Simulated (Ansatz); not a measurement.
Ligand exchange: C4H8 + SiH2(GeH3)(SiH3) → C3H8Si + SiH2(CH3)(GeH3)

Species: C4H8 `C=CCC`, singlet; SiH2(GeH3)(SiH3), singlet; C3H8Si (prop-2-enylsilane) `C=CC[SiH3]`, singlet; SiH2(CH3)(GeH3), singlet. The partners trade CH3 for SiH3: C–CH3 and Si–SiH3 bonds give way to C–SiH3 and Si–CH3.

Shapes, held fixed at every level: PBE0-D4/def2-TZVP. Flexible molecules stand in one conformer, not always the lowest. Programs: Ansatz 0.2.0. Electronic energies: no zero-point or thermal term.

```csv
level,kind,ΔE (kJ/mol),less CCSD(T)/def2-TZVPP
PBE-D4/def2-TZVPP,GGA,-11.5,+8.1
B3LYP-D4/def2-TZVPP,global hybrid,-19.6,0.0
wB97X-V/def2-TZVPP,range-separated hybrid,-19.3,+0.3
B2PLYP/def2-TZVPP,double hybrid,-20.8,-1.2
MP2/def2-TZVPP,perturbation theory,-26.4,-6.8
CCSD/def2-TZVPP,coupled cluster or CI,-19.6,0.0
CCSD(T)/def2-TZVPP,coupled cluster or CI,-19.6,0.0
```

The highest level, CCSD(T)/def2-TZVPP, gives ΔE = -19.6 kJ/mol; the levels span -26.4 to -11.5. The column of differences is taken from that level and isn't an error. No measured value is set beside it here. Relativity is left out for Ge. Outer-core shells of Ge are correlated in most correlated rows, in sets that cover them unevenly.
